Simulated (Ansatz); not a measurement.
## Ti films: biaxial stress and wafer bow

Plane-wave DFT in Ansatz, PBE, scalar-relativistic PAW potentials, cutoff 420 eV, no spin-orbit coupling; no spin polarisation. Ti in space group P6/mmm, which needn't be the usual phase of this composition, strained equally along a and b of the conventional cell, with c and the atoms relaxed within the symmetry (a film with c along the normal). Stress is the in-plane mean, tension positive.

| strain (%) | stress (GPa) | E − E(0) (meV/atom) |
| --- | --- | --- |
| -3.0 | -8.33 | 25.7 |
| -2.0 | -5.42 | 11.3 |
| -1.0 | ? | 2.8 |
| +0.0 | 0.01 | 0.0 |
| +1.0 | 2.49 | 2.6 |
| +2.0 | 4.85 | 10.5 |
| +3.0 | 7.07 | 23.4 |

Problem. Fit the stress, get the biaxial modulus and predict the missing row.

Solution. A parabola through the given rows is σ = 0.00 + 2.567 ε -0.0702 ε² GPa (ε in %), so M = dσ/dε = 257 GPa at zero. It predicts -2.64 GPa at -1.0 %; the run gave -2.64 GPa. The miss is 0.00 GPa, so the fit holds. The negative square term means that the film is stiffer in compression than in tension. The energies check it: E/V = Mε² at small strain, and a cubic fit with V = 17.15 Å³/atom gives M = 255 GPa, in agreement.

Problem. How much does a 100 nm film at +0.5 % strain bow a 300 mm Si(001) wafer 775 μm thick?

Solution. The fit, without its small constant, gives σ = 1.27 GPa. Stoney's formula, κ = 6σt_f/(M_s t_s²) with M_s = 180.5 GPa for Si(001) (literature), gives |κ| = 7.03×10⁻³ m⁻¹ and a bow κr²/2 = 79.1 μm at r = 150 mm, with the film side concave (tension pulls the edges up). This assumes a single-crystal or fully textured, unrelaxed film at 0 K.

The cell has no gap in any row, so the stresses hang on mesh and smearing.

Cost: about 5.8 core-minutes for the runs cited, on Intel Xeon Platinum 8375C (Ice Lake) (shared hosts).